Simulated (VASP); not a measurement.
SnTe: band structure with PBE

**The experiment to reproduce.**

A printed reference work, textbook reports, for a bulk crystal of SnTe at 300 K: band gap 0.18 eV (direct).

SnTe:

```
CELL_PARAMETERS angstrom
0.00000 3.15085 3.15085
3.15085 0.00000 3.15085
3.15085 3.15085 0.00000
ATOMIC_POSITIONS crystal
Te 0.50000 0.50000 0.50000
Sn 0.00000 0.00000 0.00000
```

```json
{"Program": "VASP 6.6.1", "Task": "band structure", "Functional": "PBE", "Potentials or basis": "VASP PAW PBE potentials, release 54 (Te, Sn_d)", "Cutoff": "520 eV", "k mesh": "7 × 7 × 7", "Occupations": "fermi-dirac, width 0.05 eV", "Spin": "no spin polarisation", "Further INCAR settings": "ALGO = Normal; EDIFF = 1e-06"}
```

```yaml
Band_gap_along_the_path: 0.10 eV, direct
```

Levels at the corners of the path, in eV from the Fermi level:
```
point  band 7  band 8  band 9  band 10  band 11  band 12  band 13  band 14
    Γ   -4.75   -2.22   -2.22    -2.22     3.28     3.28     3.28     4.68
    X   -6.54   -5.65   -3.82    -3.82     2.10     4.85     4.85     6.32
    X   -6.54   -5.65   -3.82    -3.82     2.10     4.85     4.85     6.32
    W   -7.45   -4.91   -4.91    -0.90     0.78     4.54     4.54     6.00
    W   -7.45   -4.91   -4.91    -0.90     0.78     4.54     4.54     6.00
    K   -7.50   -5.26   -3.33    -2.79     2.95     3.01     4.12     5.49
    K   -7.50   -5.26   -3.33    -2.79     2.95     3.01     4.12     5.49
    Γ   -4.75   -2.22   -2.22    -2.22     3.28     3.28     3.28     4.68
    Γ   -4.75   -2.22   -2.22    -2.22     3.28     3.28     3.28     4.68
    L   -8.41   -1.89   -1.89    -0.06     0.03     0.29     0.29     7.71
    L   -8.41   -1.89   -1.89    -0.06     0.03     0.29     0.29     7.71
    U   -7.50   -5.26   -3.33    -2.79     2.95     3.01     4.12     5.49
    U   -7.50   -5.26   -3.33    -2.79     2.95     3.01     4.12     5.49
    W   -7.45   -4.91   -4.91    -0.90     0.78     4.54     4.54     6.00
    W   -7.45   -4.91   -4.91    -0.90     0.78     4.54     4.54     6.00
    L   -8.41   -1.89   -1.89    -0.06     0.03     0.29     0.29     7.71
    L   -8.41   -1.89   -1.89    -0.06     0.03     0.29     0.29     7.71
    K   -7.50   -5.26   -3.33    -2.79     2.95     3.01     4.12     5.49
    U   -7.50   -5.26   -3.33    -2.79     2.95     3.01     4.12     5.49
    X   -6.54   -5.65   -3.82    -3.82     2.10     4.85     4.85     6.32
```

It took 27 s on 1 thread of Intel(R) Xeon(R) 6975P-C (Granite Rapids) (shared host), peak memory 0.25 GiB.

Against the measured gap of SnTe, 0.18 eV (direct; 300 K; a printed reference work, textbook), the calculated 0.10 eV is off by -0.08 eV. Spin-orbit coupling on Sn, Te is left out. The value is that of PBE, without temperature or zero-point motion. Semilocal functionals fall short of measured gaps as a rule.

Caveat: the log is that of the step along the path at fixed density, whose energy, stress, charges and moments have no meaning; this odd mesh misses L, where the gap lies, so gap, dielectric constants and Born charges aren't listed; spin-orbit coupling is left out, which moves the levels of the heavy elements.
